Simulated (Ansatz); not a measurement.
# Sb: energy and pressure over a range of volumes

One table from this session's results is given with a row withheld; the runs are named, their logs left out.

Computed with Ansatz 0.2.0 (DFT PBE, scalar-relativistic, unless a step's input says otherwise).

### The starting structure

Symmetry: Fm-3m, No. 225, cubic system. The conventional cell has a = 4.610 Å, b = 4.610 Å, c = 4.610 Å, α = 90.00°, β = 90.00°, γ = 90.00°. Sb (site symmetry m-3m) has 12 Sb at 3.26 Å as nearest neighbours.

Structure file:

```
Sb
1.0
     0.00000    2.30500    2.30500
     2.30500    0.00000    2.30500
     2.30500    2.30500    0.00000
Sb
1
Direct
  0.00000 0.00000 0.00000
```

The geometry is a database entry used as it stands. It may stem from high pressure or temperature, or be incomplete, so it serves as a test cell.

The first run:

input.yaml

```yaml
crystal:
  lattice:
    - [0.0, 2.2659246546, 2.2659246546]
    - [2.2659246546, 0.0, 2.2659246546]
    - [2.2659246546, 2.2659246546, 0.0]
  atoms:
    - { symbol: Sb, position: [0.0, 0.0, 0.0] }
kpoints:
  mp_grid: { grid: [12, 12, 12] }
scf:
  occupations: { method: fermi_dirac, width: 0.05 }
hamiltonian:
  xc: pbe
  pseudopotentials: { kind: all_electron, lapw: { basis_error: 0.001 } }
output:
  forces: true
  stress: true
  eigenvalues: true
```

Among the steps run: Volume × 0.95, LAPW; Volume × 0.95, PAW; Volume × 0.95, crystal datasets; Volume × 0.975, LAPW; Volume × 0.975, PAW; Volume × 1.025, LAPW; Volume × 1.025, PAW; Volume × 1.05, LAPW; Volume × 1.05, PAW; Volume × 1.05, crystal datasets.

One of the session's tables, all rows but one given; the rest of the session is left out.

It belongs to the step «The equation of state». 

```
          method  volume (Å³/atom)  pressure (GPa)
            LAPW            23.268           14.10
            LAPW            23.881           11.21
            LAPW            24.493            8.71
            LAPW            25.105            6.55
            LAPW            25.718            4.67
             PAW            23.268               ?
             PAW            23.881           11.21
             PAW            24.493            8.71
             PAW            25.105            6.55
             PAW            25.718            4.67
crystal datasets            23.268           14.10
crystal datasets            24.493            8.71
crystal datasets            25.718            4.67
```

**Question.** Estimate the row for PAW, 23.268.

The run gave: pressure (GPa): 14.09. In the column «pressure (GPa)» it lies between PAW, 23.881 (11.21) and LAPW, 23.268 (14.10).

Caveats from the session: Warnings in the runs' records: gradients without spin orbit, crystal datasets made.
